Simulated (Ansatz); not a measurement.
# Al2Pt: a Al atom hops into a vacancy

Aim: the barrier for Al19 to jump 2.94 Å into the empty Al site beside it, in a 2×2×2 supercell of Al2Pt with one Al atom removed. The band relaxes its own ends first.

All numbers below are computed with Ansatz 0.2.0 (DFT PBE, plane waves, PAW, scalar-relativistic, no spin polarisation).

### 1 The starting structure

The cell holds 23 atoms (Al15Pt8): a = 8.422 Å, b = 8.422 Å, c = 8.422 Å, α = 60.00°, β = 60.00°, γ = 60.00°.

The empty site lies at (7.43, 4.48, 7.40) Å, and Al19 starts at (4.49, 4.47, 7.45) Å. All atoms were shaken by about 0.02 Å to break the symmetry.

Structure file:

```xyz
23
Lattice="0.0000 5.9552 5.9552 5.9552 0.0000 5.9552 5.9552 5.9552 0.0000" Properties=species:S:1:pos:R:3 pbc="T T T"
Pt   -0.0062   -0.0249    0.0347
Al    1.4876    1.4810    1.5218
Al    4.4678    4.4560    4.4973
Pt    2.9960    2.9687    0.0168
Al    4.4738    4.4547    1.4933
Al    7.4441    7.4914    4.5002
Pt    2.9721    0.0174    2.9806
Al    4.4588    1.5084    4.4947
Pt    5.9666    2.9435    2.9712
Al    7.4608    4.4184    4.4289
Al   10.4028    7.4501    7.4473
Pt   -0.0165    2.9812    2.9511
Al    1.4823    4.4618    4.4567
Al    4.4509    7.4608    7.4154
Pt    2.9909    5.9628    2.9929
Al    4.4616    7.4148    4.4761
Al    7.4602   10.4366    7.4434
Pt    3.0133    3.0159    5.9617
Al    4.4903    4.4699    7.4531
Al    7.4218    7.4559   10.4287
Pt    5.9367    5.9528    5.9361
Al    7.4496    7.4685    7.4401
Al   10.3900   10.4191   10.4471
```

### 2 Nudged elastic band

crystal.atoms is the first end and neb.final_atoms the second, which differs in Al19 alone.

The input, input.yaml:

```yaml
crystal:
  lattice:
    - [0.0, 5.955236, 5.955236]
    - [5.955236, 0.0, 5.955236]
    - [5.955236, 5.955236, 0.0]
  atoms:
    - { symbol: Pt, position: [0.00134331, 0.00447974, -0.00552389] }
    - { symbol: Al, position: [0.12721714, 0.12831482, 0.12147429] }
    - { symbol: Al, position: [0.37660849, 0.37858172, 0.37164841] }
    - { symbol: Pt, position: [-0.00087799, 0.00370553, 0.49938804] }
    - { symbol: Al, position: [0.12377928, 0.12698036, 0.62425339] }
    - { symbol: Al, position: [0.38180619, 0.37385955, 0.87614864] }
    - { symbol: Pt, position: [0.00217493, 0.49832809, 0.00074766] }
    - { symbol: Al, position: [0.12966636, 0.62508529, 0.12363033] }
    - { symbol: Pt, position: [-0.00435533, 0.50327433, 0.49862938] }
    - { symbol: Al, position: [0.11640994, 0.62728756, 0.62552826] }
    - { symbol: Al, position: [0.37736811, 0.87317262, 0.8736552] }
    - { symbol: Pt, position: [0.49945627, -0.00391744, 0.00114938] }
    - { symbol: Al, position: [0.62434259, 0.12402776, 0.12487743] }
    - { symbol: Al, position: [0.87530865, 0.36987549, 0.37751148] }
    - { symbol: Pt, position: [0.50080309, 0.00176155, 0.50046813] }
    - { symbol: Al, position: [0.62375525, 0.12786337, 0.62133309] }
    - { symbol: Al, position: [0.87484317, 0.37504985, 0.87765949] }
    - { symbol: Pt, position: [0.50075489, 0.50032758, 0.00566786] }
    - { symbol: Al, position: [0.6240447, 0.62746961, 0.12653953] }
    - { symbol: Al, position: [0.87845504, 0.87272245, 0.37353512] }
    - { symbol: Pt, position: [0.49973809, 0.49704778, 0.49984661] }
    - { symbol: Al, position: [0.62625005, 0.62308087, 0.62784885] }
    - { symbol: Al, position: [0.87957758, 0.87468723, 0.86999592] }
kpoints:
  mp_grid: { grid: [2, 2, 2] }
magnetization:
  spin_polarized: false
scf:
  occupations: { method: cold, width: 0.15 }
hamiltonian:
  pseudopotentials: { kind: paw }
  xc: pbe
basis:
  ecutwfc: 420
neb:
  images: 5
  relax_end_points: true
  climbing: true
  f_tol: 0.05
  max_iterations: 40
  order_check: false
  final_atoms:
    - { symbol: Pt, position: [0.00134331, 0.00447974, -0.00552389] }
    - { symbol: Al, position: [0.12721714, 0.12831482, 0.12147429] }
    - { symbol: Al, position: [0.37660849, 0.37858172, 0.37164841] }
    - { symbol: Pt, position: [-0.00087799, 0.00370553, 0.49938804] }
    - { symbol: Al, position: [0.12377928, 0.12698036, 0.62425339] }
    - { symbol: Al, position: [0.38180619, 0.37385955, 0.87614864] }
    - { symbol: Pt, position: [0.00217493, 0.49832809, 0.00074766] }
    - { symbol: Al, position: [0.12966636, 0.62508529, 0.12363033] }
    - { symbol: Pt, position: [-0.00435533, 0.50327433, 0.49862938] }
    - { symbol: Al, position: [0.11640994, 0.62728756, 0.62552826] }
    - { symbol: Al, position: [0.37736811, 0.87317262, 0.8736552] }
    - { symbol: Pt, position: [0.49945627, -0.00391744, 0.00114938] }
    - { symbol: Al, position: [0.62434259, 0.12402776, 0.12487743] }
    - { symbol: Al, position: [0.87530865, 0.36987549, 0.37751148] }
    - { symbol: Pt, position: [0.50080309, 0.00176155, 0.50046813] }
    - { symbol: Al, position: [0.62375525, 0.12786337, 0.62133309] }
    - { symbol: Al, position: [0.87484317, 0.37504985, 0.87765949] }
    - { symbol: Pt, position: [0.50075489, 0.50032758, 0.00566786] }
    - { symbol: Al, position: [0.3744915, 0.86889619, 0.37806627] }
    - { symbol: Al, position: [0.87845504, 0.87272245, 0.37353512] }
    - { symbol: Pt, position: [0.49973809, 0.49704778, 0.49984661] }
    - { symbol: Al, position: [0.62625005, 0.62308087, 0.62784885] }
    - { symbol: Al, position: [0.87957758, 0.87468723, 0.86999592] }
```

Command:

```console
> ansatz run input.yaml --threads 4 --pin off --max-ram 8192MiB --backend cpu --events-out ev --progress --plain --runs-dir out
```

What does the calculation give? Wanted: relaxation of the ends; barrier forwards; barrier backwards; second end relative to first; highest image.

**Answer**, as computed:

| quantity | value |
| --- | --- |
| relaxation of the ends | 0.163 eV lower, moves up to 0.09 Å; 0.198 eV lower, moves up to 0.12 Å |
| barrier forwards | 0.94 eV |
| barrier backwards | 0.94 eV |
| second end relative to first | 0.000 eV |
| highest image | 3 of 0 to 6, climbing |
| band iterations | 4 |

What this shows: The top lies 0.94 eV above the first end, or 36 kT at room temperature, which at an assumed attempt frequency of 10^13 s⁻¹ means a rate near 10^-3 s⁻¹. The ends differ by 1 meV at most. The input switches the test of curvatures off, so the top was not shown to be a first-order saddle. The top still moved by 7 meV in the last iteration, which bounds the digits to trust. The cell of 23 atoms is small, so the barrier is not converged with size. The k-mesh is coarse for this cell.
